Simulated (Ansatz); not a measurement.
Base system: CoPt (space group P4/mmm, No. 123; a = 2.697 Å, c = 3.722 Å; ferromagnetic; relaxed with 0.1 eV smearing). Axes: x, y, z lie along a, b, c of the conventional cell.

Computed with Ansatz (an electronic-structure program) PBE, no spin-orbit coupling.

The change: tensor shear ε_xy = −2.11 % (engineering shear γ = -0.0422), atoms relaxed at fixed cell.

### Question
Predict the stress tensor and what it implies for the stiffness.

### Answer
Stress of the strained cell less that of the base (GPa, compression positive):
```
    0.2     2.8     0.0
    2.8     0.2     0.0
    0.0     0.0     0.4
```

Then −Δσ/γ with γ = 2ε = -0.0422 gives secant stiffness values (nonlinear terms included at this strain): C66 ≈ 67 GPa.

As a check, the harmonic strain energy −½ V₀ Δσ:ε is 5.0 meV/atom; the computed energy rise is 5.0 meV/atom.

The magnetic state is the one reached from the starting moments; the real material's order can differ, and small cells can't hold many antiferromagnetic ones. Whether these cells are dynamically stable was not tested.
